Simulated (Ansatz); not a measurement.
# Strain and the gap of CdS (zincblende)

CdS in the zincblende structure, relaxed with r2SCAN in Ansatz 0.2.0. The symmetry is F-43m (No. 216, cubic); conventional cell a = 5.878 Å, 25.39 Å³ an atom. Around Cd lie 4 S at 2.55 Å; around S lie 4 Cd at 2.55 Å.

The axes x, y and z are those of this cell:
```
Cd S
1.0
     0.00000    2.93921    2.93921
     2.93921    0.00000    2.93921
     2.93921    2.93921    0.00000
Cd S
1 1
Direct
  0.00000 0.00000 0.00000
  0.25000 0.25000 0.25000
```

Unstrained: The PBE gap is direct at Γ: 1.095 eV. The r2SCAN gap is direct at Γ: 1.543 eV. With HSE06 the gap is 2.106 eV and direct, at Γ. Meshes: PBE 8×8×8, r2SCAN 8×8×8, HSE06 6×6×6. Strains are changes of length per length. After each strain the atoms were relaxed again with r2SCAN within the symmetry that the strain leaves, so tilts or polar shifts that break it weren't tested; points keep the names that they have in the unstrained zone. (Simulation; spin polarisation is off.)

Changes of the least gap in eV (an overlap counts as a negative gap):

| strain | volume change (%) | space group | PBE | r2SCAN | HSE06 | G0W0@PBE (mesh) | energy rise, r2SCAN (meV/atom) |
| --- | --- | --- | --- | --- | --- | --- | --- |
| epitaxial -3.0 % in the xy plane, free normal strain +4.24 % | -1.9 | I-4m2 | -0.049 | -0.048 | -0.047 | -0.04 | 7.0 |
| epitaxial +4.0 % in the plane normal to [111], free normal strain -3.52 % | +4.4 | R3m | -0.257 | -0.285 | -0.297 | -0.34 | 24.4 |
| isotropic -1.5 % on every length | -4.4 | F-43m | +0.097 | +0.102 | +0.111 | +0.13 | 10.1 |
| uniaxial +2.5 % along z | +2.5 | I-4m2 | -0.080 | -0.084 | -0.089 | -0.10 | 3.6 |
| uniaxial +1.5 % along x | +1.5 | I-4m2 | -0.048 | -0.050 | -0.053 | -0.06 | 1.3 |

Unstrained, G0W0@PBE with 211 empty bands, a screening cutoff of 150 eV and a 4×4×4 mesh gives 1.76 eV on its mesh; the band count follows the volume. The G0W0 figures hold for the stated bands, cutoff and mesh and aren't extrapolated.

Epitaxial -3.0 % in the xy plane, free normal strain +4.24 %. HSE06: the gap goes from 2.106 to 2.059 eV (-0.047 eV); with r2SCAN the top three valence levels at Γ, degenerate before, become 2+1 from the top over 253 meV. Stress change with r2SCAN, compression positive: xx +1.57, yy +1.57, zz +0.06 GPa.

Epitaxial +4.0 % in the plane normal to [111], free normal strain -3.52 %. HSE06: the gap goes from 2.106 to 1.809 eV (-0.297 eV); with r2SCAN the top three valence levels at Γ, degenerate before, become 1+2 from the top over 213 meV. Stress change with r2SCAN, compression positive: xx -2.49, yy -2.49, zz -2.49, xy +1.25, xz +1.25, yz +1.25 GPa.

Isotropic -1.5 % on every length. HSE06: the gap goes from 2.106 to 2.217 eV (+0.111 eV). Stress change with r2SCAN, compression positive: xx +3.03, yy +3.03, zz +3.03 GPa. For HSE06, dE_g/d ln V = -2.4 eV over this step.

Uniaxial +2.5 % along z, other directions held. HSE06: the gap goes from 2.106 to 2.017 eV (-0.089 eV); with r2SCAN the top three valence levels at Γ, degenerate before, become 2+1 from the top over 77 meV. Stress change with r2SCAN, compression positive: xx -1.25, yy -1.25, zz -1.78 GPa.

Uniaxial +1.5 % along x, other directions held. HSE06: the gap goes from 2.106 to 2.053 eV (-0.053 eV); with r2SCAN the top three valence levels at Γ, degenerate before, become 2+1 from the top over 46 meV. Stress change with r2SCAN, compression positive: xx -1.08, yy -0.78, zz -0.78 GPa.

The runs are scalar-relativistic, without spin-orbit coupling.

The meshes of the hybrids are coarse, so their gaps aren't converged to the digits shown.

The splittings at Γ are without spin-orbit coupling, which regroups them where it is of like size or larger.

With a shallow d shell on the cation, G0W0 converges slowly in bands and cutoff, so these values are in doubt.
